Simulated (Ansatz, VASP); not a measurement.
**One calculation of CdS (Hawleyite), two programs**

```
Cd S
1.0
     0.00000    2.91650    2.91650
     2.91650    0.00000    2.91650
     2.91650    2.91650    0.00000
Cd S
1 1
Direct
  0.00000 0.00000 0.00000
  0.75000 0.75000 0.75000
```

Alike in both runs: functional r2SCAN; k mesh 6 × 6 × 6; occupations fermi-dirac, width 0.05 eV; non-collinear spin, spin-orbit coupling.

|  | VASP | Ansatz |
| --- | --- | --- |
| version | VASP 6.6.1 | Ansatz 0.2.0 |
| potentials or method | VASP PAW PBE potentials, release 64 (Cd, S) | Ansatz PAW |
| plane-wave cutoff (eV) | 520 | 500 |
| valence electrons in the cell | 18 | 26 |
| task | single point | band structure |

Ansatz gave:

* gap on the k mesh at the Fermi level (eV): 1.58
* least direct gap on the mesh (eV): 1.58
* pressure (GPa): 1.4
* net moment per atom (μB): 0.00

**Question.** Which values does VASP return?

**Answer.** gap on the k mesh at the Fermi level (eV): 1.58; least direct gap on the mesh (eV): 1.58; pressure (GPa): 1.8; net moment per atom (μB): 0.00.

The two sets of potentials don't hold the same shells in valence.

Caveats: the PAW data sets were made with another functional, which shifts forces and pressure a little (VASP); the PAW data sets come from PBE, with cores solved anew for the run's functional, which leaves a small shift of forces and pressure (Ansatz).
